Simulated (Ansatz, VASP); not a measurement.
## K in VASP and in Ansatz

File INCAR:

```
SYSTEM = K
PREC = Accurate ; ENCUT = 520
EDIFF = 1E-6 ; ISMEAR = 0
SIGMA = 0.15 ; LREAL = .False.
LASPH = .True. ; NELM = 100
ALGO = Fast ; ISIF = 2
LWAVE = .False. ; LCHARG = .False.
GGA = PE ; NBANDS = 10
```

The input KPOINTS:

```
Automatic mesh
0
Gamma
  12 12 12
  0 0 0
```

File POSCAR:

```
K
1.0
    4.3104394900      0.0000000000      0.0000000000
    0.0000000000      4.3104394900      0.0000000000
    0.0000000000      0.0000000000      4.3104394900
K
1
Direct
    0.0000000000      0.0000000000      0.0000000000
```

Input for Ansatz:

```yaml
crystal:
  lattice:
    - [4.31043949, 0.0, 0.0]
    - [0.0, 4.31043949, 0.0]
    - [0.0, 0.0, 4.31043949]
  atoms:
    - { symbol: K, position: [0.0, 0.0, 0.0] }
basis:
  ecutwfc: 420
kpoints:
  mp_grid: { grid: [12, 12, 12] }
hamiltonian:
  xc: pbe
scf:
  occupations: { method: gaussian, width: 0.15 }
output:
  forces: true
  stress: true
  eigenvalues: true
```

This isn't the form of K at room conditions, which is bcc.

Alike in both runs: task single point; functional PBE; k mesh 12 × 12 × 12; occupations gaussian, width 0.15 eV; no spin polarisation.

|  | VASP | Ansatz |
| --- | --- | --- |
| version | VASP 6.6.1 | Ansatz 0.2.0 |
| potentials or method | VASP PAW PBE potentials, release 64 (K_sv) | scalar-relativistic, plane waves, PAW |
| plane-wave cutoff (eV) | 520 | 420 |
| valence electrons in the cell | 9 | 9 |

```csv
,VASP,Ansatz,Ansatz less VASP
gap on the k mesh at the Fermi level (eV),none,none,-
pressure (GPa),0.0,0.0,0.00
```

A gap of «none» marks a metal or a gap that the smearing closes.
